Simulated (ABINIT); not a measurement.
# HfC (Fm-3m) in ABINIT: further runs

Aim: see how the results for HfC move with the level of theory and the settings. Levels: PBE, LDA. Tasks: single point.

Program: ABINIT 10.8.3 (patched build). These are calculated values, not measurements. Logs are shortened: lines on timing, memory, paths and dates and some standing lists are left out, and cuts for length are marked. The log counts tension as positive stress, the text compression.

## 1. Starting point

The structure is cubic, space group Fm-3m (No. 225). Conventional cell: a = 4.650 Å, b = 4.650 Å, c = 4.650 Å, α = 90.00°, β = 90.00°, γ = 90.00°. Hf (site symmetry m-3m) is surrounded by 6 C at 2.33 Å. C (site symmetry m-3m) has 6 Hf at 2.33 Å as nearest neighbours.

## 2. Single point, PBE

run.abi reads:

```
# Pseudopotentials
pp_dirpath "./"
pseudos "Hf.upf, C.upf"

# Structure
acell 6.2135074315 6.2135074315 6.2135074315
rprim
     0.0000000000     0.7071067812     0.7071067812
     0.7071067812     0.0000000000     0.7071067812
     0.7071067812     0.7071067812     0.0000000000
ntypat 2
znucl 72 6
natom 2
typat 1 2
xred
     0.5000000000     0.5000000000     0.5000000000
     0.0000000000     0.0000000000     0.0000000000

# Plane-wave basis
ecut 31.0

# k points
kptopt 1
ngkpt 8 8 8
nshiftk 1
shiftk 0.0 0.0 0.0

# Exchange and correlation
ixc 11

# Bands and occupations
nband 12
occopt 3
tsmear 0.05 eV

# SCF cycle
nstep 100
tolvrs 1.0e-10

# Output
iomode 3
prtwf 0
prtden 0
prteig 0
prtebands 0
enunit 1
```

Potentials or basis: PseudoDojo NC SR PBE v0.4.1 standard.

On the command line:

```
abinit run.abi > log 2>&1
```

run.abo:

```text
.Version 10.8.3 of ABINIT
 Symmetries : space group Fm -3 m (#225); Bravais cF (face-center cubic)
================================================================================
 Values of the parameters that define the memory need of the present run
     intxc =       0    ionmov =       0      iscf =       7    lmnmax =       8
     lnmax =       8     mgfft =      32  mpssoang =       4    mqgrid =    3001
     natom =       2  nloc_mem =       1    nspden =       1   nspinor =       1
    nsppol =       1      nsym =      48    n1xccc =    2501    ntypat =       2
    occopt =       3   xclevel =       2
       mpw =        1424          nfft =       32768          nkpt =          29
================================================================================
================================================================================

--------------------------------------------------------------------------------
------------- Echo of variables that govern the present computation ------------
--------------------------------------------------------------------------------
 -outvars: echo values of preprocessed input variables --------
            acell      6.2135074315E+00  6.2135074315E+00  6.2135074315E+00 Bohr
              amu      1.78490000E+02  1.20110000E+01
             ecut      3.10000000E+01 Hartree
           enunit           1
              ixc          11
         kptrlatt        8    0    0      0    8    0      0    0    8
          kptrlen      4.97080595E+01
            natom           2
            nband          12
            ngfft          32      32      32
             nkpt          29
            nstep         100
             nsym          48
           ntypat           2
           occopt           3
           prtden           0
        prtebands           0
           prteig           0
            prtwf           0
            rprim      0.0000000000E+00  7.0710678120E-01  7.0710678120E-01
                       7.0710678120E-01  0.0000000000E+00  7.0710678120E-01
                       7.0710678120E-01  7.0710678120E-01  0.0000000000E+00
          spgroup         225
           tolvrs      1.00000000E-10
           tsmear      1.83746611E-03 Hartree
            typat      1  2
           xangst      2.3249999985E+00  2.3249999985E+00  2.3249999985E+00
                       0.0000000000E+00  0.0000000000E+00  0.0000000000E+00
            xcart      4.3936132399E+00  4.3936132399E+00  4.3936132399E+00
                       0.0000000000E+00  0.0000000000E+00  0.0000000000E+00
             xred      5.0000000000E-01  5.0000000000E-01  5.0000000000E-01
                       0.0000000000E+00  0.0000000000E+00  0.0000000000E+00
            znucl       72.00000    6.00000

================================================================================

 chkinp: Checking input parameters for consistency.

================================================================================
== DATASET  1 ==================================================================

--- !DatasetInfo
iteration_state: {dtset: 1, }
dimensions: {natom: 2, nkpt: 29, mband: 12, nsppol: 1, nspinor: 1, nspden: 1, mpw: 1424, }
cutoff_energies: {ecut:  31.0, pawecutdg:  -1.0, }
electrons: {nelect:   1.60000000E+01, charge:   0.00000000E+00, occopt:   3.00000000E+00, tsmear:   1.83746611E-03, }
meta: {optdriver: 0, ionmov: 0, optcell: 0, iscf: 7, paral_kgb: 0, }
...

 Exchange-correlation functional for the present dataset will be:
  GGA: Perdew-Burke-Ernzerhof functional - ixc=11
  J.P.Perdew, K.Burke, M.Ernzerhof, PRL 77, 3865 (1996)

 Real(R)+Recip(G) space primitive vectors, cartesian coordinates (Bohr,Bohr^-1):
 R(1)=  0.0000000  4.3936132  4.3936132  G(1)= -0.1138016  0.1138016  0.1138016
 R(2)=  4.3936132  0.0000000  4.3936132  G(2)=  0.1138016 -0.1138016  0.1138016
 R(3)=  4.3936132  4.3936132  0.0000000  G(3)=  0.1138016  0.1138016 -0.1138016
 Unit cell volume ucvol=  1.6962719E+02 bohr^3
 Angles (23,13,12)=  6.00000000E+01  6.00000000E+01  6.00000000E+01 degrees

 getcut: wavevector=  0.0000  0.0000  0.0000  ngfft=  32  32  32
         ecut(hartree)=     31.000   => boxcut(ratio)=   2.05479

--- Pseudopotential description ------------------------------------------------
- pspini: atom type   1  psp file is ./Hf.upf
12 -101130 3 -1 1656                          pspcod,pspxc,lmax,lloc,mmax
     nproj     2     2     2     2

- pspini: atom type   2  psp file is ./C.upf
12 -101130 1 -1 1248                          pspcod,pspxc,lmax,lloc,mmax
     nproj     2     2     0     0

   4.20124149E+02                                ecore*ucvol(ha*bohr**3)
--------------------------------------------------------------------------------

================================================================================

--- !BeginCycle
iteration_state: {dtset: 1, }
solver: {iscf: 7, nstep: 100, nline: 4, wfoptalg: 0, }
tolerances: {tolvrs: 1.00E-10, }
...

     iter   Etot(hartree)      deltaE(h)  residm     vres2
 ETOT  1  -62.321376187326    -6.232E+01 1.005E-01 5.821E+02
 ETOT  2  -62.298667642387     2.271E-02 1.526E-02 7.432E+02
 ETOT  3  -62.504007550013    -2.053E-01 5.290E-03 3.361E-01
 ETOT  4  -62.504207292274    -1.997E-04 6.640E-03 5.993E-02
 ETOT  5  -62.504215591026    -8.299E-06 6.615E-04 2.721E-02
 ETOT  6  -62.504223647991    -8.057E-06 1.346E-03 1.937E-03
 ETOT  7  -62.504224230738    -5.827E-07 1.298E-04 1.806E-05
 ETOT  8  -62.504224235897    -5.159E-09 2.380E-04 1.937E-07
 ETOT  9  -62.504224235952    -5.496E-11 2.447E-05 4.434E-09
 ETOT 10  -62.504224235954    -1.720E-12 4.360E-05 6.751E-11

 At SCF step   10       vres2   =  6.75E-11 < tolvrs=  1.00E-10 =>converged.

 Cartesian components of stress tensor (hartree/bohr^3)
  sigma(1 1)=  2.79363412E-05  sigma(3 2)=  0.00000000E+00
  sigma(2 2)=  2.79363412E-05  sigma(3 1)=  0.00000000E+00
  sigma(3 3)=  2.79363412E-05  sigma(2 1)=  0.00000000E+00

--- !ResultsGS
iteration_state: {dtset: 1, }
comment   : Summary of ground state results
lattice_vectors:
- [  0.0000000,   4.3936132,   4.3936132, ]
- [  4.3936132,   0.0000000,   4.3936132, ]
- [  4.3936132,   4.3936132,   0.0000000, ]
lattice_lengths: [   6.21351,    6.21351,    6.21351, ]
lattice_angles: [ 60.000,  60.000,  60.000, ] # degrees, (23, 13, 12)
lattice_volume:   1.6962719E+02
convergence: {deltae: -1.720E-12, res2:  6.751E-11, residm:  4.360E-05, diffor: null, }
etotal    :  -6.25042242E+01
entropy   :   0.00000000E+00
fermie    :   4.09386061E-01
cartesian_stress_tensor: # hartree/bohr^3
- [  2.79363412E-05,   0.00000000E+00,   0.00000000E+00, ]
- [  0.00000000E+00,   2.79363412E-05,   0.00000000E+00, ]
- [  0.00000000E+00,   0.00000000E+00,   2.79363412E-05, ]
pressure_GPa:  -8.2192E-01
xred      :
- [  5.0000E-01,   5.0000E-01,   5.0000E-01, Hf]
- [  0.0000E+00,   0.0000E+00,   0.0000E+00,  C]
cartesian_forces: # hartree/bohr
- [ -0.00000000E+00,  -0.00000000E+00,  -0.00000000E+00, ]
- [ -0.00000000E+00,  -0.00000000E+00,  -0.00000000E+00, ]
force_length_stats: {min:   0.00000000E+00, max:   0.00000000E+00, mean:   0.00000000E+00, }
...

 Integrated electronic density in atomic spheres:
 ------------------------------------------------
 Atom  Sphere_radius  Integrated_density
    1        2.00000          8.44105176
    2        2.00000          3.90508438
================================================================================

 ----iterations are completed or convergence reached----

 Mean square residual over all n,k,spin=   24.496E-08; max=  43.596E-06
 reduced coordinates (array xred) for    2 atoms
       0.500000000000      0.500000000000      0.500000000000
       0.000000000000      0.000000000000      0.000000000000
 rms dE/dt=  0.0000E+00; max dE/dt=  0.0000E+00; dE/dt below (all hartree)
    1       0.000000000000      0.000000000000      0.000000000000
    2       0.000000000000      0.000000000000      0.000000000000

 cartesian coordinates (angstrom) at end:
    1      2.32499999847314     2.32499999847314     2.32499999847314
    2      0.00000000000000     0.00000000000000     0.00000000000000

 cartesian forces (hartree/bohr) at end:
    1     -0.00000000000000    -0.00000000000000    -0.00000000000000
    2     -0.00000000000000    -0.00000000000000    -0.00000000000000
 frms,max,avg= 0.0000000E+00 0.0000000E+00   0.000E+00  0.000E+00  0.000E+00 h/b

 cartesian forces (eV/Angstrom) at end:
    1     -0.00000000000000    -0.00000000000000    -0.00000000000000
    2     -0.00000000000000    -0.00000000000000    -0.00000000000000
 frms,max,avg= 0.0000000E+00 0.0000000E+00   0.000E+00  0.000E+00  0.000E+00 e/A
 length scales=  6.213507431500  6.213507431500  6.213507431500 bohr
              =  3.288046530296  3.288046530296  3.288046530296 angstroms
 Fermi (or HOMO) energy (eV) =  11.13996   Average Vxc (eV)= -12.71459
 Eigenvalues (   eV  ) for nkpt=  29  k points:
 kpt#   1, nband= 12, wtk=  0.00195, kpt=  0.0000  0.0000  0.0000 (reduced coord)
 -49.88986  -18.32792  -18.32792  -18.32792   -1.10587   12.22737   12.22737   12.22737
  12.61200   12.61200   12.61200   14.61069
 prteigrs : prtvol=0 or 1, do not print more k-points.

--- !EnergyTerms
iteration_state     : {dtset: 1, }
comment             : Components of total free energy in Hartree
kinetic             :  1.85168330092794E+01
hartree             :  6.57224656438475E+00
xc                  : -1.64352316474130E+01
Ewald energy        : -4.76937911376180E+01
psp_core            :  2.47675003078045E+00
local_psp           : -2.84836257942861E+01
non_local_psp       :  2.54268515845154E+00
internal            : -6.25041338164210E+01
'-kT*entropy'       : -9.04195329811829E-05
total_energy        : -6.25042242359540E+01
total_energy_eV     : -1.70082658768995E+03
band_energy         : -5.79873586500012E+00
...

 Cartesian components of stress tensor (hartree/bohr^3)
  sigma(1 1)=  2.79363412E-05  sigma(3 2)=  0.00000000E+00
  sigma(2 2)=  2.79363412E-05  sigma(3 1)=  0.00000000E+00
  sigma(3 3)=  2.79363412E-05  sigma(2 1)=  0.00000000E+00

-Cartesian components of stress tensor (GPa)         [Pressure= -8.2192E-01 GPa]
- sigma(1 1)=  8.21915535E-01  sigma(3 2)=  0.00000000E+00
- sigma(2 2)=  8.21915535E-01  sigma(3 1)=  0.00000000E+00
- sigma(3 3)=  8.21915535E-01  sigma(2 1)=  0.00000000E+00

== END DATASET(S) ==============================================================
================================================================================

 -outvars: echo values of variables after computation  --------
            acell      6.2135074315E+00  6.2135074315E+00  6.2135074315E+00 Bohr
           etotal     -6.2504224236E+01
            fcart     -0.0000000000E+00 -0.0000000000E+00 -0.0000000000E+00
                      -0.0000000000E+00 -0.0000000000E+00 -0.0000000000E+00
            rprim      0.0000000000E+00  7.0710678120E-01  7.0710678120E-01
                       7.0710678120E-01  0.0000000000E+00  7.0710678120E-01
                       7.0710678120E-01  7.0710678120E-01  0.0000000000E+00
           strten      2.7936341212E-05  2.7936341212E-05  2.7936341212E-05
                       0.0000000000E+00  0.0000000000E+00  0.0000000000E+00
           xangst      2.3249999985E+00  2.3249999985E+00  2.3249999985E+00
                       0.0000000000E+00  0.0000000000E+00  0.0000000000E+00
             xred      5.0000000000E-01  5.0000000000E-01  5.0000000000E-01
                       0.0000000000E+00  0.0000000000E+00  0.0000000000E+00
 Calculation completed.
```

Wall time 14 s (1 thread of Intel Xeon Platinum 8375C at 2.90GHz (Ice Lake), shared host); peak memory 0.07 GiB.

Results:

```yaml
Free_energy: -1700.8266 eV
Band_gap_on_the_k_mesh: none (metal or under the smearing width)
Valence_electrons_inside_the_program's_atomic_spheres: Hf 8.44; C 3.91
```

Caveat: the cutoff is too short for stress, so the log's stress isn't used. Spin-orbit coupling is left out, which matters for the levels of Hf.

(Continued in part 2 of 2.)
